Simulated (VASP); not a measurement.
**AlN: relaxation of cell and atoms with PW91**

AlN:

```
CELL_PARAMETERS angstrom
3.11300 0.00000 0.00000
-1.55650 2.69594 0.00000
0.00000 0.00000 4.98100
ATOMIC_POSITIONS crystal
Al 0.66667 0.33333 0.50000
Al 0.33333 0.66667 0.00000
N 0.66667 0.33333 0.88000
N 0.33333 0.66667 0.38000
```

```json
{"Program": "VASP 6.6.1", "Task": "relaxation of cell and atoms", "Functional": "PW91", "Potentials or basis": "VASP PAW PBE potentials, release 64 (Al, N)", "Cutoff": "600 eV", "k mesh": "7 × 7 × 5", "Occupations": "fermi-dirac, width 0.05 eV", "Spin": "no spin polarisation", "Further INCAR settings": "ALGO = Normal; EDIFF = 1e-07; IBRION = 2; EDIFFG = -0.02; NSW = 40; ISIF = 3"}
```

```yaml
Relaxed_volume: 10.61 Å³/atom
Relaxed_cell: a = 3.126 Å, b = 3.126 Å, c = 5.016 Å, α = 90.00°, β = 90.00°, γ = 120.00°
Space_group_after_relaxing_to_0.05_Å: P6_3mc (No. 186)
Energy_gained_by_relaxing: 1.9 meV/atom
Ionic_steps: 3
Pressure_after_relaxing: 0.0 GPa
Band_gap_on_the_k_mesh: 4.11 eV, direct
```

Forces in eV/Å, atoms in the order of the input:
```
Al   0.000  0.000 -0.003
Al   0.000  0.000 -0.003
N    0.000  0.000  0.003
N    0.000  0.000  0.003
```

Stress tensor (GPa, compression positive):
```
 0.05  0.00  0.00
 0.00  0.05  0.00
 0.00  0.00 -0.09
```

Step by step:
| step | energy change (eV) | largest force (eV/Å) | pressure (GPa) | volume (Å³) |
| --- | --- | --- | --- | --- |
| 1 | 0.0000 | 0.1273 | 3.12 | 41.80 |
| 2 | -0.0016 | 0.0926 | -2.62 | 43.04 |
| 3 | -0.0074 | 0.0026 | 0.00 | 42.45 |

Final structure:
```cif
data_structure
_symmetry_space_group_name_H-M 'P 1'
_symmetry_Int_Tables_number 1
_cell_length_a 3.1261
_cell_length_b 3.1261
_cell_length_c 5.0160
_cell_angle_alpha 90.000
_cell_angle_beta 90.000
_cell_angle_gamma 120.000
_cell_volume 42.45
loop_
_atom_site_label
_atom_site_type_symbol
_atom_site_fract_x
_atom_site_fract_y
_atom_site_fract_z
_atom_site_occupancy
Al1 Al 0.66667 0.33333 0.49935 1
Al2 Al 0.33333 0.66667 0.99935 1
N1 N 0.66667 0.33333 0.88065 1
N2 N 0.33333 0.66667 0.38065 1
```

Levels at points of the mesh, in eV from the valence-band top:
| k point | band 6 | band 7 | band 8 | band 9 | band 10 | band 11 |
| --- | --- | --- | --- | --- | --- | --- |
| (0.00, 0.00, 0.00) | -0.19 | -0.19 | 0.00 | 4.11 | 6.57 | 10.49 |

It took 27 s on 1 thread of Intel(R) Xeon(R) Platinum 8375C CPU @ 2.90GHz (Ice Lake) (shared host), peak memory 0.17 GiB.

Caveat: the PAW data sets were made with another functional, which shifts forces and pressure a little. Zero-point motion and thermal expansion aren't in these numbers.
